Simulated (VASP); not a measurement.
# ZrC (Fm-3m) in VASP: notebook

Runs on ZrC. Level: PBEsol. Tasks: single point.

All numbers are computed with VASP 6.6.1; they aren't measurements. Logs are shortened: lines on timing, memory, paths and dates and some standing lists are left out, and cuts for length are marked.

## Step 1: The crystal as given

Symmetry: Fm-3m, No. 225, cubic system. Conventional cell: a = 4.671 Å, b = 4.671 Å, c = 4.671 Å, α = 90.00°, β = 90.00°, γ = 90.00°. Zr (site symmetry m-3m) is surrounded by 6 C at 2.34 Å. C (site symmetry m-3m) is surrounded by 6 Zr at 2.34 Å.

## Step 2: Single point, PBEsol

The input, INCAR:

```
SYSTEM = ZrC
ALGO = Fast
EDIFF = 1E-7
ENCUT = 700
GGA = PS
ISIF = 2
ISMEAR = 0
LASPH = .TRUE.
LCHARG = .TRUE.
LELF = .TRUE.
LREAL = .FALSE.
LVHAR = .TRUE.
LWAVE = .FALSE.
NELM = 80
PREC = Accurate
SIGMA = 0.1
```

The input, KPOINTS:

```
k-points
0
G
  16 16 16
  0 0 0
```

The input, POSCAR:

```
ZrC
1.0
    0.0000000000      2.3355300000      2.3355300000
    2.3355300000      0.0000000000      2.3355300000
    2.3355300000      2.3355300000      0.0000000000
Zr C
1 1
Direct
    0.5000000000      0.5000000000      0.5000000000
    0.0000000000      0.0000000000      0.0000000000
```

Potentials or basis: VASP PAW PBE potentials, release 64 (Zr_sv, C).

Launch:

```console
cat potpaw_PBE.64/Zr_sv/POTCAR potpaw_PBE.64/C/POTCAR > POTCAR
mpirun -np 1 vasp_std > vasp.out
```

OUTCAR:

```text
SYSTEM = ZrC
   EDIFF = 1E-7
   ENCUT = 700
   GGA = PS
   ISIF = 2
   ISMEAR = 0
   LASPH = .TRUE.
   LREAL = .FALSE.
   NELM = 80
   PREC = Accurate

 ion  position               nearest neighbor table
   1  0.500  0.500  0.500-   2 2.34   2 2.34   2 2.34   2 2.34   2 2.34   2 2.34
   2  0.000  0.000  0.000-   1 2.34   1 2.34   1 2.34   1 2.34   1 2.34   1 2.34

  LATTYP: Found a face centered cubic cell.
 ALAT       =     4.6710600000

  Lattice vectors:

 A1 = (   0.0000000000,   2.3355300000,   2.3355300000)
 A2 = (   2.3355300000,   0.0000000000,   2.3355300000)
 A3 = (   2.3355300000,   2.3355300000,   0.0000000000)

Analysis of symmetry for initial positions (statically):
=====================================================================
 Subroutine PRICEL returns:
 Original cell was already a primitive cell.

 Routine SETGRP: Setting up the symmetry group for a
 face centered cubic supercell.

 Subroutine GETGRP returns: Found 48 space group operations
 (whereof 48 operations were pure point group operations)
 out of a pool of 48 trial point group operations.

The static configuration has the point symmetry O_h .

Analysis of symmetry for dynamics (positions and initial velocities):
=====================================================================
 Subroutine PRICEL returns:
 Original cell was already a primitive cell.

 Routine SETGRP: Setting up the symmetry group for a
 face centered cubic supercell.

 Subroutine GETGRP returns: Found 48 space group operations
 (whereof 48 operations were pure point group operations)
 out of a pool of 48 trial point group operations.

The dynamic configuration has the point symmetry O_h .

 Subroutine INISYM returns: Found 48 space group operations
 (whereof 48 operations are pure point group operations),
 and found     1 'primitive' translations

----------------------------------------------------------------------------------------

                                     Primitive cell

  volume of cell :      25.4792

  direct lattice vectors                    reciprocal lattice vectors
     0.000000000  2.335530000  2.335530000    -0.214084169  0.214084169  0.214084169
     2.335530000  0.000000000  2.335530000     0.214084169 -0.214084169  0.214084169
     2.335530000  2.335530000  0.000000000     0.214084169  0.214084169 -0.214084169

  length of vectors
     3.302938201  3.302938201  3.302938201     0.370804658  0.370804658  0.370804658

  position of ions in fractional coordinates (direct lattice)
     0.500000000  0.500000000  0.500000000
     0.000000000  0.000000000  0.000000000

  ion indices of the primitive-cell ions
   primitive index   ion index
                 1           1
                 2           2

----------------------------------------------------------------------------------------

 KPOINTS: k-points

Automatic generation of k-mesh.
 Grid dimensions read from file:
 generate k-points for:   16   16   16

 Generating k-lattice:

  Cartesian coordinates                     Fractional coordinates (reciprocal lattice)
    -0.013380261  0.013380261  0.013380261     0.062500000  0.000000000  0.000000000
     0.013380261 -0.013380261  0.013380261     0.000000000  0.062500000  0.000000000
     0.013380261  0.013380261 -0.013380261     0.000000000  0.000000000  0.062500000

  Length of vectors
     0.023175291  0.023175291  0.023175291

  Shift w.r.t. Gamma in fractional coordinates (k-lattice)
     0.000000000  0.000000000  0.000000000

 Subroutine IBZKPT returns following result:
 ===========================================

 Found    145 irreducible k-points:

 Following reciprocal coordinates:
            Coordinates               Weight
  0.000000  0.000000  0.000000      1.000000
  0.062500  0.000000  0.000000      8.000000
  0.125000  0.000000  0.000000      8.000000
  0.187500  0.000000  0.000000      8.000000
  0.250000  0.000000  0.000000      8.000000
  0.312500  0.000000  0.000000      8.000000
[... 16 lines left out ...]
 -0.125000  0.062500  0.000000     24.000000
 -0.062500  0.062500  0.000000     12.000000
 [... further k-points ...]
   k-points           NKPTS =    145   k-points in BZ     NKDIM =    145   number of bands    NBANDS=     12
   number of dos      NEDOS =    301   number of ions     NIONS =      2
   total plane-waves  NPLWV =  27000
   dimension x,y,z NGX =    30 NGY =   30 NGZ =   30
   dimension x,y,z NGXF=    60 NGYF=   60 NGZF=   60
   ions per type =               1   1
   NGX,Y,Z   is equivalent  to a cutoff of  15.10, 15.10, 15.10 a.u.
   NGXF,Y,Z  is equivalent  to a cutoff of  30.20, 30.20, 30.20 a.u.
 SYSTEM =  ZrC
   PREC   = accura    normal or accurate (medium, high low for compatibility)
   ISTART =      0    job   : 0-new  1-cont  2-samecut
   ICHARG =      2    charge: 1-file 2-atom 10-const
   ISPIN  =      1    spin polarized calculation?
   LNONCOLLINEAR =      F non collinear calculations
   LSORBIT =      F    spin-orbit coupling
   LASPH  =      T    aspherical Exc in radial PAW
   ENCUT  =  700.0 eV  51.45 Ry    7.17 a.u.   7.13  7.13  7.13*2*pi/ulx,y,z
   NELM   =     80;   NELMIN=  2; NELMDL= -5     # of ELM steps
   EDIFF  = 0.1E-06   stopping-criterion for ELM
   LREAL  =      F    real-space projection
   EDIFFG = 0.1E-05   stopping-criterion for IOM
   NSW    =      0    number of steps for IOM
   IBRION =     -1    ionic relax: 0-MD 1-quasi-New 2-CG
   NFREE  =      0    steps in history (QN), initial steepest desc. (CG)
   ISIF   =      2    stress and relaxation
   ISYM   =      2    0-nonsym 1-usesym 2-fastsym
   POTIM  = 0.5000    time-step for ionic-motion
   TEBEG  =    0.0;   TEEND  =   0.0 temperature during run
   PSTRESS=    0.0 pullay stress
   NELECT =      16.0000    total number of electrons
   NUPDOWN=      -1.0000    fix difference up-down
   EMIN   =  10.00;   EMAX   =-10.00  energy-range for DOS
   EFERMI =   0.00;   METHOD = LEGACY
   ISMEAR =     0;   SIGMA  =   0.10  broadening in eV -4-tet -1-fermi 0-gaus
   EFERMI_NEDOS =   21; number of points for ismear=-14 and -15
   IALGO  =     68    algorithm
   IMIX   =      4    mixing-type and parameters
     AMIX     =   0.40;   BMIX     =  1.00
     AMIX_MAG =   1.60;   BMIX_MAG =  1.00
  volume/ion in A,a.u.               =      12.74        85.97
  Fermi-wavevector in a.u.,A,eV,Ry     =   1.401908  2.649221 26.740139  1.965345
  Thomas-Fermi vector in A             =   2.524722
   LORBIT       =      0    0 simple, 1 ext, 2 COOP (PROOUT), +10 PAW based schemes
   GGA     = PS    functional components
   LHFCALC =     F    Hartree Fock is set to
   AEXX    =    0.0000 exact exchange contribution
   IVDW    =     0    specifies the selected vdW correction
   LEPSILON=     F    determine dielectric tensor
   LRPA    =     F    only Hartree local field effects (RPA)
 non-spin polarized calculation
 RMM-DIIS sequential band-by-band and
 Gauss-broadening in eV      SIGMA  =   0.10
  energy-cutoff  :      700.00
  volume of cell :       25.48
 maximum number of plane-waves:      1090
 NGX is ok and might be reduce to    30
   NGX = 15   NGY = 15   NGZ = 15

 number of electron      16.0000000 magnetization

 Free energy of the ion-electron system (eV)
  ---------------------------------------------------
  ext. energy  EPLUGINS =         0.00000000
  ---------------------------------------------------
  free energy    TOTEN  =       -20.57624493 eV

  energy without entropy =      -20.57449059  energy(sigma->0) =      -20.57536776

 E-fermi :   9.6929     XC(G=0): -12.3727

 val. band max:        9.6669576092   @ k =   0.3750   0.3125   0.0000
 cond. band min:       9.7318503114   @ k =   0.4375   0.4375   0.0000
 fundamental gap:      0.0648927022
 Fermi energy:         9.6928739632

 k-point     1 :       0.0000    0.0000    0.0000
  band No.  band energies     occupation
      1     -38.1928      2.00000
      2     -15.9211      2.00000
      3     -15.9211      2.00000
      4     -15.9211      2.00000
      5      -1.6382      2.00000
      6      10.6650      0.00000
      7      10.6650      0.00000
      8      10.6650      0.00000
      9      10.7726      0.00000
     10      10.7726      0.00000
     11      10.7726      0.00000
     12      12.5696      0.00000

 k-point     2 :       0.0625    0.0000    0.0000
  band No.  band energies     occupation
      1     -38.1886      2.00000
      2     -15.9596      2.00000
      3     -15.9244      2.00000
      4     -15.9244      2.00000
      5      -1.5450      2.00000
      6       9.8895      0.00542
      7      10.0994      0.00000
      8      10.0994      0.00000
      9      10.9997      0.00000
     10      10.9997      0.00000
     11      11.3476      0.00000
     12      13.0982      0.00000

 k-point     3 :       0.1250    0.0000    0.0000
  band No.  band energies     occupation
      1     -38.1765      2.00000
      2     -16.0676      2.00000
      3     -15.9338      2.00000
      4     -15.9338      2.00000
      5      -1.2753      2.00000
      6       8.9239      2.00000
      7       9.3036      2.00000
      8       9.3036      2.00000
      9      11.2937      0.00000
     10      11.2937      0.00000
     11      11.7827      0.00000
     12      14.1605      0.00000

 k-point     4 :       0.1875    0.0000    0.0000
  band No.  band energies     occupation
      1     -38.1584      2.00000
      2     -16.2252      2.00000
      3     -15.9477      2.00000
      4     -15.9477      2.00000
      5      -0.8563      2.00000
      6       7.9125      2.00000
      7       8.5488      2.00000
      8       8.5488      2.00000
      9      11.7282      0.00000
     10      11.7282      0.00000
     11      12.1302      0.00000
     12      15.3804      0.00000

 k-point     5 :       0.2500    0.0000    0.0000
  band No.  band energies     occupation
      1     -38.1369      2.00000
      2     -16.4053      2.00000
      3     -15.9641      2.00000
      4     -15.9641      2.00000
      5      -0.3272      2.00000
      6       6.9212      2.00000
      7       7.9010      2.00000
      8       7.9010      2.00000
      9      12.2927      0.00000
     10      12.2927      0.00000
     11      12.5186      0.00000
     12      16.6424      0.00000
[... 228 lines left out ...]
      1     -38.1269      2.00000
      2     -16.4647      2.00000
      3     -16.0096      2.00000
      4     -15.9568      2.00000
      5      -0.0965      2.00000
      6       6.5221      2.00000
      7       7.5518      2.00000
      8       7.8837      2.00000
      9      12.1898      0.00000
     10      12.4789      0.00000
     11      13.2767      0.00000
     12      16.2789      0.00000

 k-point    22 :      -0.1875    0.0625    0.0000
  band No.  band energies     occupation
      1     -38.1484      2.00000
      2     -16.2903      2.00000
      3     -15.9900      2.00000
      4     -15.9404      2.00000
      5      -0.6332      2.00000
      6       7.4424      2.00000
      7       8.1019      2.00000
      8       8.4546      2.00000
      9      11.6181      0.00000
     10      12.1287      0.00000
     11      12.6665      0.00000
     12      15.0845      0.00000

 k-point    23 :      -0.1250    0.0625    0.0000
  band No.  band energies     occupation
      1     -38.1676      2.00000
      2     -16.1299      2.00000
      3     -15.9682      2.00000
      4     -15.9284      2.00000
      5      -1.0801      2.00000
      6       8.3977      2.00000
      7       8.7740      2.00000
      8       9.0695      2.00000
      9      11.1812      0.00000
     10      11.8633      0.00000
     11      12.1446      0.00000
     12      13.9854      0.00000

 k-point    24 :      -0.0625    0.0625    0.0000
  band No.  band energies     occupation
      1     -38.1817      2.00000
      2     -16.0126      2.00000
      3     -15.9452      2.00000
      4     -15.9228      2.00000
      5      -1.3946      2.00000
      6       9.3031      2.00000
      7       9.5198      1.98560
      8       9.6485      1.46978
      9      10.9196      0.00000
     10      11.5774      0.00000
     11      11.6630      0.00000
     12      13.2136      0.00000

 [... further k-points ...]
[... 5 lines left out ...]
  --------------------------------------------------------------------------------------
  -------------------------------------------------------------------------------------
  Total       -0.0048970     -0.0048970     -0.0048970      0.0000000      0.0000000      0.0000000
  in kB       -0.3079300     -0.3079300     -0.3079300      0.0000000      0.0000000      0.0000000
  external PRESSURE =      -0.3079300 kB  Pullay stress =       0.0000000 kB

 VOLUME and BASIS-vectors are now :
 -----------------------------------------------------------------------------
  energy-cutoff  :      700.00
  volume of cell :       25.48
      direct lattice vectors                 reciprocal lattice vectors
     0.000000000  2.335530000  2.335530000    -0.214084169  0.214084169  0.214084169
     2.335530000  0.000000000  2.335530000     0.214084169 -0.214084169  0.214084169
     2.335530000  2.335530000  0.000000000     0.214084169  0.214084169 -0.214084169

 POSITION                                       TOTAL-FORCE (eV/Angst)
 -----------------------------------------------------------------------------------
      2.33553      2.33553      2.33553        -0.000000      0.000000      0.000000
      0.00000      0.00000      0.00000         0.000000     -0.000000      0.000000
 -----------------------------------------------------------------------------------
    total drift:                               -0.000000     -0.000000      0.000000

  FREE ENERGIE OF THE ION-ELECTRON SYSTEM (eV)
  ---------------------------------------------------
  free  energy   TOTEN  =       -20.5762449269 eV

  energy  without entropy=      -20.5744905932  energy(sigma->0) =      -20.57536776
```

Wall time 2.1 min (1 thread of Intel Xeon Platinum 8559C (Emerald Rapids), shared host); peak memory 0.22 GiB.

What came out:

```
Free energy            : -20.5762 eV
Pressure               : 0.0 GPa
Band gap on the k mesh : none (metal or under the smearing width)
```

Levels at points of the mesh, in eV from the Fermi level:
| k point | band 4 | band 5 | band 6 | band 7 | band 8 | band 9 | band 10 | band 11 | band 12 |
| --- | --- | --- | --- | --- | --- | --- | --- | --- | --- |
| (0.00, 0.00, 0.00) | -25.61 | -11.33 | 0.97 | 0.97 | 0.97 | 1.08 | 1.08 | 1.08 | 2.88 |
| (0.50, 0.00, 0.00) | -25.70 | -8.11 | -5.39 | -2.99 | -2.99 | 4.62 | 4.62 | 5.47 | 6.57 |
| (0.50, 0.50, 0.00) | -25.92 | -10.16 | -2.02 | -1.86 | 0.11 | 0.11 | 4.58 | 5.83 | 5.83 |

Caveat: the PAW data sets were made with another functional, which shifts forces and pressure a little.

(Part 1 of 2 ends here.)
